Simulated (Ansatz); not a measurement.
TiCo: equation of state with PBE0

The system is TiCo.

```
Co Ti
1.0
     2.98611    0.00000    0.00000
     0.00000    2.98611    0.00000
     0.00000    0.00000    2.98611
Co Ti
1 1
Direct
  0.50000 0.50000 0.50000
  0.00000 0.00000 0.00000
```

The cell comes from a database or a generator and needn't be the stable form of this composition.

```json
{"Program": "Ansatz 0.2.0", "Task": "equation of state", "Functional": "PBE0", "Potentials or basis": "Ansatz PAW", "Cutoff": "420 eV", "Density cutoff": "1680 eV", "k mesh": "4 × 4 × 4", "Occupations": "fermi-dirac, width 0.05 eV", "Spin": "collinear spin, ferromagnetic start", "Starting moments": "[2.0, 1.0] μB"}
```

The equilibrium volume is 13.47 Å³/atom and the bulk modulus is 159 GPa. The pressure derivative of the bulk modulus is 4.6 (rough: it moves with the points fitted).

Energy against volume, from the lowest point:
```tsv
volume (Å³/atom)	energy (meV/atom)
12.515	38.13
12.781	18.93
13.047	6.52
13.313	0.41
13.580	0.00
13.846	4.57
14.112	13.47
```

All runs of the series together: 7.9 min on 2 threads of Intel(R) Xeon(R) Processor @ 2.50GHz (Skylake/Cascade Lake), on a shared host.

Caveat: the k mesh is coarse (spacing up to 0.53 Å⁻¹), so the values aren't converged, least of all with exact exchange; the magnetic or orbital state may not be the lowest; the PAW data sets were made with another functional, which shifts forces and pressure a little.
